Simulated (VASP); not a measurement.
# AgCl (Chlorargyrite) (Fm-3m) in VASP: notebook

AgCl (Chlorargyrite) is run at these levels: PBE; tasks: single point.

Program: VASP 6.6.1. These are calculated values, not measurements. Logs are shortened: lines on timing, memory, paths and dates and some standing lists are left out, and cuts for length are marked.

**Experimental background.**

From a printed reference work, data compilation, for a bulk crystal of AgCl: band gap 3.249 eV (indirect).

How close the calculation comes is told below.

**1. The cell of the first run**

It takes space group Fm-3m (No. 225, cubic). Conventional cell: a = 5.546 Å, b = 5.546 Å, c = 5.546 Å, α = 90.00°, β = 90.00°, γ = 90.00°. Ag (site symmetry m-3m) has 6 Cl at 2.77 Å within 3.7 Å. Cl (site symmetry m-3m) has 6 Ag at 2.77 Å within 3.7 Å.

**2. Single point, PBE**

INCAR

```
SYSTEM = AgCl
  PREC = Accurate
  ENCUT = 500
  EDIFF = 1E-6
  ISMEAR = -1
  SIGMA = 0.5
  LREAL = .FALSE.
  LASPH = .TRUE.
  NELM = 120
  ALGO = Normal
  ISIF = 2
  LWAVE = .FALSE.
  LCHARG = .TRUE.
  GGA = PE
  LELF = .TRUE.
  LVHAR = .TRUE.
  NBANDS = 16
  GGA_COMPAT = .FALSE.
```

KPOINTS

```
regular mesh
0
G
  6 6 6
  0 0 0
```

POSCAR

```
AgCl
1.0
    0.0000000000      2.7731725651      2.7731725651
    2.7731725651      0.0000000000      2.7731725651
    2.7731725651      2.7731725651      0.0000000000
Ag Cl
1 1
Direct
    0.0000000000      0.0000000000      0.0000000000
    0.5000000000      0.5000000000      0.5000000000
```

Potentials or basis: VASP PAW PBE potentials, release 64 (Ag, Cl).

Run with:

```bash
> cat potpaw_PBE.64/Ag/POTCAR potpaw_PBE.64/Cl/POTCAR > POTCAR
> mpirun -np 1 vasp_std > vasp.out
```

OUTCAR:

```text
SYSTEM = AgCl
   PREC = Accurate
   ENCUT = 500
   EDIFF = 1E-6
   ISMEAR = -1
   LREAL = .FALSE.
   LASPH = .TRUE.
   NELM = 120
   ISIF = 2
   GGA = PE

 ion  position               nearest neighbor table
   1  0.000  0.000  0.000-   2 2.77   2 2.77   2 2.77   2 2.77   2 2.77   2 2.77
   2  0.500  0.500  0.500-   1 2.77   1 2.77   1 2.77   1 2.77   1 2.77   1 2.77

  LATTYP: Found a face centered cubic cell.
 ALAT       =     5.5463451302

  Lattice vectors:

 A1 = (   0.0000000000,   2.7731725651,   2.7731725651)
 A2 = (   2.7731725651,   0.0000000000,   2.7731725651)
 A3 = (   2.7731725651,   2.7731725651,   0.0000000000)

Analysis of symmetry for initial positions (statically):
=====================================================================
 Subroutine PRICEL returns:
 Original cell was already a primitive cell.

 Routine SETGRP: Setting up the symmetry group for a
 face centered cubic supercell.

 Subroutine GETGRP returns: Found 48 space group operations
 (whereof 48 operations were pure point group operations)
 out of a pool of 48 trial point group operations.

The static configuration has the point symmetry O_h .

Analysis of symmetry for dynamics (positions and initial velocities):
=====================================================================
 Subroutine PRICEL returns:
 Original cell was already a primitive cell.

 Routine SETGRP: Setting up the symmetry group for a
 face centered cubic supercell.

 Subroutine GETGRP returns: Found 48 space group operations
 (whereof 48 operations were pure point group operations)
 out of a pool of 48 trial point group operations.

The dynamic configuration has the point symmetry O_h .

 Subroutine INISYM returns: Found 48 space group operations
 (whereof 48 operations are pure point group operations),
 and found     1 'primitive' translations

----------------------------------------------------------------------------------------

                                     Primitive cell

  volume of cell :      42.6541

  direct lattice vectors                    reciprocal lattice vectors
     0.000000000  2.773172565  2.773172565    -0.180298913  0.180298913  0.180298913
     2.773172565  0.000000000  2.773172565     0.180298913 -0.180298913  0.180298913
     2.773172565  2.773172565  0.000000000     0.180298913  0.180298913 -0.180298913

  length of vectors
     3.921858252  3.921858252  3.921858252     0.312286878  0.312286878  0.312286878

  position of ions in fractional coordinates (direct lattice)
     0.000000000  0.000000000  0.000000000
     0.500000000  0.500000000  0.500000000

  ion indices of the primitive-cell ions
   primitive index   ion index
                 1           1
                 2           2

----------------------------------------------------------------------------------------

 KPOINTS: regular mesh

Automatic generation of k-mesh.
 Grid dimensions read from file:
 generate k-points for:    6    6    6

 Generating k-lattice:

  Cartesian coordinates                     Fractional coordinates (reciprocal lattice)
    -0.030049819  0.030049819  0.030049819     0.166666667  0.000000000  0.000000000
     0.030049819 -0.030049819  0.030049819     0.000000000  0.166666667  0.000000000
     0.030049819  0.030049819 -0.030049819     0.000000000  0.000000000  0.166666667

  Length of vectors
     0.052047813  0.052047813  0.052047813

  Shift w.r.t. Gamma in fractional coordinates (k-lattice)
     0.000000000  0.000000000  0.000000000

 Subroutine IBZKPT returns following result:
 ===========================================

 Found     16 irreducible k-points:

 Following reciprocal coordinates:
            Coordinates               Weight
  0.000000  0.000000  0.000000      1.000000
  0.166667  0.000000  0.000000      8.000000
  0.333333  0.000000  0.000000      8.000000
  0.500000  0.000000  0.000000      4.000000
  0.166667  0.166667  0.000000      6.000000
  0.333333  0.166667  0.000000     24.000000
[... 8 lines left out ...]
 -0.333333  0.333333  0.166667     24.000000
 -0.333333  0.500000  0.166667     12.000000
   k-points           NKPTS =     16   k-points in BZ     NKDIM =     16   number of bands    NBANDS=     16
   number of dos      NEDOS =    301   number of ions     NIONS =      2
   total plane-waves  NPLWV =  27000
   dimension x,y,z NGX =    30 NGY =   30 NGZ =   30
   dimension x,y,z NGXF=    60 NGYF=   60 NGZF=   60
   ions per type =               1   1
   NGX,Y,Z   is equivalent  to a cutoff of  12.72, 12.72, 12.72 a.u.
   NGXF,Y,Z  is equivalent  to a cutoff of  25.43, 25.43, 25.43 a.u.
 SYSTEM =  AgCl
   PREC   = accura    normal or accurate (medium, high low for compatibility)
   ISTART =      0    job   : 0-new  1-cont  2-samecut
   ICHARG =      2    charge: 1-file 2-atom 10-const
   ISPIN  =      1    spin polarized calculation?
   LNONCOLLINEAR =      F non collinear calculations
   LSORBIT =      F    spin-orbit coupling
   LASPH  =      T    aspherical Exc in radial PAW
   ENCUT  =  500.0 eV  36.75 Ry    6.06 a.u.   7.15  7.15  7.15*2*pi/ulx,y,z
   NELM   =    120;   NELMIN=  2; NELMDL= -5     # of ELM steps
   EDIFF  = 0.1E-05   stopping-criterion for ELM
   LREAL  =      F    real-space projection
   EDIFFG = 0.1E-04   stopping-criterion for IOM
   NSW    =      0    number of steps for IOM
   IBRION =     -1    ionic relax: 0-MD 1-quasi-New 2-CG
   NFREE  =      0    steps in history (QN), initial steepest desc. (CG)
   ISIF   =      2    stress and relaxation
   ISYM   =      2    0-nonsym 1-usesym 2-fastsym
   POTIM  = 0.5000    time-step for ionic-motion
   TEBEG  =    0.0;   TEEND  =   0.0 temperature during run
   PSTRESS=    0.0 pullay stress
   NELECT =      18.0000    total number of electrons
   NUPDOWN=      -1.0000    fix difference up-down
   EMIN   =  10.00;   EMAX   =-10.00  energy-range for DOS
   EFERMI =   0.00;   METHOD = LEGACY
   ISMEAR =    -1;   SIGMA  =   0.50  broadening in eV -4-tet -1-fermi 0-gaus
   EFERMI_NEDOS =   21; number of points for ismear=-14 and -15
   IALGO  =     38    algorithm
   IMIX   =      4    mixing-type and parameters
     AMIX     =   0.40;   BMIX     =  1.00
     AMIX_MAG =   1.60;   BMIX_MAG =  1.00
  volume/ion in A,a.u.               =      21.33       143.92
  Fermi-wavevector in a.u.,A,eV,Ry     =   1.227945  2.320479 20.515517  1.507848
  Thomas-Fermi vector in A             =   2.362889
   LORBIT       =      0    0 simple, 1 ext, 2 COOP (PROOUT), +10 PAW based schemes
   GGA     = PE    functional components
   LHFCALC =     F    Hartree Fock is set to
   AEXX    =    0.0000 exact exchange contribution
   IVDW    =     0    specifies the selected vdW correction
   LEPSILON=     F    determine dielectric tensor
   LRPA    =     F    only Hartree local field effects (RPA)
 non-spin polarized calculation
  energy-cutoff  :      500.00
  volume of cell :       42.65
 maximum number of plane-waves:      1106
 NGX is ok and might be reduce to    30
   NGX = 15   NGY = 15   NGZ = 15

 number of electron      18.0000005 magnetization

 Free energy of the ion-electron system (eV)
  ---------------------------------------------------
  ext. energy  EPLUGINS =         0.00000000
  ---------------------------------------------------
  free energy    TOTEN  =        -5.44991437 eV

  energy without entropy =       -5.23351888  energy(sigma->0) =       -5.34171662

 E-fermi :   5.2352     XC(G=0):  -9.9790

 val. band max:        4.7076163189   @ k =   0.0000   0.0000   0.0000
 cond. band min:       5.8447516108   @ k =   0.1667   0.0000   0.0000
 fundamental gap:      1.1371352919
 Fermi energy:         5.2351552959

 k-point     1 :       0.0000    0.0000    0.0000
  band No.  band energies     occupation
      1     -11.3425      2.00000
      2       1.3129      1.99922
      3       1.3129      1.99922
      4       1.3129      1.99922
      5       1.3496      1.99916
      6       1.3496      1.99916
[... 8 lines left out ...]
     15      17.1133      0.00000
     16      17.1133      0.00000

 k-point     2 :       0.1667    0.0000    0.0000
  band No.  band energies     occupation
      1     -11.2395      2.00000
      2       0.2998      1.99990
      3       0.4770      1.99985
      4       0.4770      1.99985
      5       1.4024      1.99906
      6       1.4024      1.99906
[... 8 lines left out ...]
     15      15.7833      0.00000
     16      16.4759      0.00000

 k-point     3 :       0.3333    0.0000    0.0000
  band No.  band energies     occupation
      1     -11.0200      2.00000
      2      -0.9402      1.99999
      3      -0.1519      1.99996
      4      -0.1519      1.99996
      5       1.5816      1.99866
      6       1.5816      1.99866
[... 8 lines left out ...]
     15      16.6414      0.00000
     16      16.6414      0.00000

 k-point     4 :       0.5000    0.0000    0.0000
  band No.  band energies     occupation
      1     -10.9026      2.00000
      2      -1.4365      2.00000
      3      -0.3726      1.99997
      4      -0.3726      1.99997
      5       1.6752      1.99838
      6       1.6752      1.99838
[... 8 lines left out ...]
     15      17.5390      0.00000
     16      17.5390      0.00000

 k-point     5 :       0.1667    0.1667    0.0000
  band No.  band energies     occupation
      1     -11.2118      2.00000
      2      -0.2000      1.99996
      3       0.8764      1.99967
      4       0.8764      1.99967
      5       1.2317      1.99933
      6       1.3958      1.99908
[... 8 lines left out ...]
     15      17.8823      0.00000
     16      18.7132      0.00000

 k-point     6 :       0.3333    0.1667    0.0000
  band No.  band energies     occupation
      1     -11.0453      2.00000
      2      -0.7602      1.99999
      3       0.1495      1.99992
      4       0.2786      1.99990
      5       1.3560      1.99915
      6       1.6091      1.99858
[... 8 lines left out ...]
     15      17.7673      0.00000
     16      18.3849      0.00000

 k-point     7 :       0.5000    0.1667    0.0000
  band No.  band energies     occupation
      1     -10.8991      2.00000
      2      -1.1322      1.99999
      3      -0.3386      1.99997
      4      -0.2108      1.99996
      5       1.5692      1.99869
      6       1.6995      1.99830
[... 8 lines left out ...]
     15      17.8133      0.00000
     16      18.7604      0.00000

 k-point     8 :      -0.3333    0.1667    0.0000
  band No.  band energies     occupation
      1     -10.9300      2.00000
      2      -1.0927      1.99999
      3      -0.3192      1.99997
      4      -0.1078      1.99995
      5       1.6019      1.99860
      6       1.6510      1.99846
[... 8 lines left out ...]
     15      17.9832      0.00000
     16      18.2845      0.00000

 k-point     9 :      -0.1667    0.1667    0.0000
  band No.  band energies     occupation
      1     -11.1035      2.00000
      2      -0.5265      1.99998
      3      -0.0554      1.99995
      4       0.4667      1.99986
      5       1.4499      1.99897
      6       1.5677      1.99870
[... 8 lines left out ...]
     15      17.3294      0.00000
     16      18.1873      0.00000

 k-point    10 :       0.3333    0.3333    0.0000
  band No.  band energies     occupation
      1     -10.9814      2.00000
      2      -0.7880      1.99999
      3       0.7028      1.99977
      4       0.7028      1.99977
      5       1.0712      1.99952
      6       1.4891      1.99889
[... 8 lines left out ...]
     15      18.6881      0.00000
     16      20.0974      0.00000

 k-point    11 :       0.5000    0.3333    0.0000
  band No.  band energies     occupation
      1     -10.8911      2.00000
      2      -0.6262      1.99998
      3       0.0495      1.99994
      4       0.2558      1.99991
      5       1.3069      1.99923
      6       1.7463      1.99814
[... 8 lines left out ...]
     15      18.5015      0.00000
     16      19.2397      0.00000

 k-point    12 :      -0.3333    0.3333    0.0000
  band No.  band energies     occupation
      1     -10.8649      2.00000
      2      -0.7565      1.99999
      3      -0.2571      1.99997
      4      -0.1834      1.99996
      5       1.5658      1.99870
      6       1.6910      1.99833
[... 8 lines left out ...]
     15      16.8991      0.00000
     16      20.0417      0.00000

 k-point    13 :       0.5000    0.5000    0.0000
  band No.  band energies     occupation
      1     -10.8864      2.00000
      2      -0.5133      1.99998
      3       0.7512      1.99975
      4       0.7512      1.99975
      5       0.9919      1.99959
      6       1.5364      1.99878
[... 8 lines left out ...]
     15      18.9828      0.00000
     16      18.9828      0.00000

 k-point    14 :       0.5000    0.3333    0.1667
  band No.  band energies     occupation
      1     -10.9260      2.00000
      2      -0.8602      1.99999
      3      -0.1632      1.99996
      4       0.1606      1.99992
      5       1.5049      1.99885
      6       1.6790      1.99837
[... 8 lines left out ...]
     15      18.3172      0.00000
     16      19.8725      0.00000

 k-point    15 :      -0.3333    0.3333    0.1667
  band No.  band energies     occupation
      1     -10.8649      2.00000
      2      -0.7605      1.99999
      3      -0.2460      1.99997
      4      -0.2011      1.99996
      5       1.6061      1.99859
      6       1.6826      1.99836
[... 8 lines left out ...]
     15      17.3539      0.00000
     16      19.0242      0.00000

 k-point    16 :      -0.3333    0.5000    0.1667
  band No.  band energies     occupation
      1     -10.8608      2.00000
      2      -0.3757      1.99997
      3      -0.2144      1.99996
      4       0.0920      1.99993
      5       1.5915      1.99863
      6       1.7845      1.99799
[... 8 lines left out ...]
     15      18.1192      0.00000
     16      18.9572      0.00000

------------------------ aborting loop because EDIFF is reached ----------------------------------------

  FORCE on cell =-STRESS in cart. coord.  units (eV):
  Direction    XX          YY          ZZ          XY          YZ          ZX
  --------------------------------------------------------------------------------------
  -------------------------------------------------------------------------------------
  Total        0.4771685      0.4771685      0.4771685      0.0000000      0.0000000     -0.0000000
  in kB       17.9234512     17.9234512     17.9234512      0.0000000      0.0000000     -0.0000000
  external PRESSURE =      17.9234512 kB  Pullay stress =       0.0000000 kB

 VOLUME and BASIS-vectors are now :
 -----------------------------------------------------------------------------
  energy-cutoff  :      500.00
  volume of cell :       42.65
      direct lattice vectors                 reciprocal lattice vectors
     0.000000000  2.773172565  2.773172565    -0.180298913  0.180298913  0.180298913
     2.773172565  0.000000000  2.773172565     0.180298913 -0.180298913  0.180298913
     2.773172565  2.773172565  0.000000000     0.180298913  0.180298913 -0.180298913

 POSITION                                       TOTAL-FORCE (eV/Angst)
 -----------------------------------------------------------------------------------
      0.00000      0.00000      0.00000        -0.000000     -0.000000     -0.000000
      2.77317      2.77317      2.77317         0.000000      0.000000      0.000000
 -----------------------------------------------------------------------------------
    total drift:                               -0.000000      0.000000      0.000000

  FREE ENERGIE OF THE ION-ELECTRON SYSTEM (eV)
  ---------------------------------------------------
  free  energy   TOTEN  =        -5.4499143675 eV

  energy  without entropy=       -5.2335188776  energy(sigma->0) =       -5.34171662
```

Run time: 23 s. Hardware: 1 thread of Intel Xeon 8259CL, shared host; peak memory 0.17 GiB.

Results:

```
Free energy : -5.4499 eV
Pressure    : 1.8 GPa
```

**3. Single point, PBE**

INCAR

```
SYSTEM = AgCl
ALGO = Normal
EDIFF = 1E-6
ENCUT = 500
GGA = PE
GGA_COMPAT = .False.
ISIF = 2
ISMEAR = 0
LASPH = .True.
LCHARG = .False.
LREAL = .False.
LWAVE = .False.
NBANDS = 16
NELM = 120
PREC = Accurate
SIGMA = 0.01
```

KPOINTS

```
k-points
0
Gamma
  6 6 6
  0 0 0
```

POSCAR is that of step 2.

Potentials or basis: VASP PAW PBE potentials, release 64 (Ag, Cl).

Run with:

```bash
> cat potpaw_PBE.64/Ag/POTCAR potpaw_PBE.64/Cl/POTCAR > POTCAR
> mpirun -np 1 vasp_std > vasp.out
```

Wall time 19 s (1 thread of Intel Xeon 8259CL, shared host); peak memory 0.16 GiB.

It converged, with:

```yaml
Free_energy: -5.3939 eV
Pressure: 1.5 GPa
Band_gap_on_the_k_mesh: 0.91 eV, indirect (least direct gap 3.23 eV)
```

Levels at points of the mesh, in eV from the valence-band top:
```tsv
k point	band 5	band 6	band 7	band 8	band 9	band 10	band 11	band 12	band 13	band 14
(0.00, 0.00, 0.00)	-2.40	-2.40	-2.32	-2.32	-2.32	0.91	10.85	10.85	10.85	12.38
(0.50, 0.00, 0.00)	-2.07	-2.07	-1.76	0.00	0.00	4.24	6.53	7.67	7.67	13.58
(0.50, 0.50, 0.00)	-2.76	-2.21	-1.95	-1.95	-1.87	2.38	8.03	8.63	11.51	11.51
```

**4. Against experiment**

Step 3. Measured gap of AgCl: 3.249 eV (indirect; a printed reference work, data compilation). This calculation gives 0.91 eV (-2.34 eV). So large a miss can be the level of theory's own, or it may mean another phase, state or a wrong row. Spin-orbit coupling on Ag is left out. The value is that of PBE on a finite k mesh, which can miss the band edges, without temperature or zero-point motion. Semilocal functionals fall short of measured gaps as a rule.
